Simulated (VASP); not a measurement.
The system is TiO2.

```
CELL_PARAMETERS angstrom
4.59984 0.00000 0.00000
0.00000 4.59984 0.00000
0.00000 0.00000 2.95921
ATOMIC_POSITIONS crystal
Ti 0.00000 0.00000 0.50000
Ti 0.50000 0.50000 0.00000
O 0.30432 0.30432 0.50000
O 0.19568 0.80432 0.00000
O 0.80432 0.19568 0.00000
O 0.69568 0.69568 0.50000
```

The cell is a database's computed one.

| Property | Result |
| --- | --- |
| Program | VASP 6.6.1 |
| Task | relaxation of cell and atoms |
| Functional | optPBE-vdW |
| Potentials or basis | VASP PAW PBE potentials, release 64 (Ti_sv, O) |
| Cutoff | 600 eV |
| k mesh | 6 × 6 × 9 |
| Occupations | fermi-dirac, width 0.05 eV |
| Spin | no spin polarisation |

At the start: pressure 5.9 GPa; volume 10.44 Å³/atom.

**Question.** How do energy, volume and symmetry change on relaxing?

**Answer.** Over 6 steps the energy falls by 5.0 meV/atom and the volume is 10.71 Å³/atom (+2.6 %); space group P4_2/mnm (No. 136, to 0.05 Å).

The path:
```csv
step,energy change (eV),largest force (eV/Å),pressure (GPa),volume (Å³)
1,0.0000,0.0867,5.95,62.61
2,0.0161,0.2312,-6.56,66.19
3,-0.0285,0.0637,0.04,64.16
4,-0.0285,0.0608,0.12,64.13
5,-0.0296,0.0155,0.12,64.21
6,-0.0297,0.0046,0.10,64.25
```

Final structure:
```cif
data_structure
_symmetry_space_group_name_H-M 'P 1'
_symmetry_Int_Tables_number 1
_cell_length_a 4.6457
_cell_length_b 4.6457
_cell_length_c 2.9769
_cell_angle_alpha 90.000
_cell_angle_beta 90.000
_cell_angle_gamma 90.000
_cell_volume 64.25
loop_
_atom_site_label
_atom_site_type_symbol
_atom_site_fract_x
_atom_site_fract_y
_atom_site_fract_z
_atom_site_occupancy
Ti1 Ti 0.00000 0.00000 0.50000 1
Ti2 Ti 0.50000 0.50000 0.00000 1
O1 O 0.30461 0.30461 0.50000 1
O2 O 0.19539 0.80461 0.00000 1
O3 O 0.80461 0.19539 0.00000 1
O4 O 0.69539 0.69539 0.50000 1
```

Caveat: the PAW data sets were made with another functional, which shifts forces and pressure a little.
